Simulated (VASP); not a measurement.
Crystal: InP.

```xyz
2
Lattice="0.0000 2.9305 2.9305 2.9305 0.0000 2.9305 2.9305 2.9305 0.0000" Properties=species:S:1:pos:R:3 pbc="T T T"
In    0.0000    0.0000    0.0000
P     1.4652    1.4652    1.4652
```

```yaml
Program: VASP 6.6.1
Task: relaxation of cell and atoms
Functional: PBE
Potentials_or_basis: VASP PAW PBE potentials, release 64 (In_d, P)
Cutoff: 600 eV
k_mesh: 8 × 8 × 8
Occupations: gaussian, width 0.03 eV
Spin: no spin polarisation
```

At the start: pressure 3.3 GPa; volume 25.17 Å³/atom.

Question: How do energy, volume and symmetry change on relaxing?

Answer: Over 3 steps the energy falls by 12.5 meV/atom and the volume is 26.44 Å³/atom (+5.1 %); space group F-43m (No. 216, to 0.05 Å).

Step by step:
| step | energy change (eV) | largest force (eV/Å) | pressure (GPa) | volume (Å³) |
| --- | --- | --- | --- | --- |
| 1 | 0.0000 | 0.0000 | 3.30 | 50.33 |
| 2 | -0.0192 | 0.0000 | -1.39 | 54.20 |
| 3 | -0.0251 | 0.0000 | 0.01 | 52.88 |

Final structure:
```cif
data_structure
_symmetry_space_group_name_H-M 'P 1'
_symmetry_Int_Tables_number 1
_cell_length_a 4.2132
_cell_length_b 4.2132
_cell_length_c 4.2132
_cell_angle_alpha 60.000
_cell_angle_beta 60.000
_cell_angle_gamma 60.000
_cell_volume 52.88
loop_
_atom_site_label
_atom_site_type_symbol
_atom_site_fract_x
_atom_site_fract_y
_atom_site_fract_z
_atom_site_occupancy
In1 In 0.00000 0.00000 0.00000 1
P1 P 0.25000 0.25000 0.25000 1
```
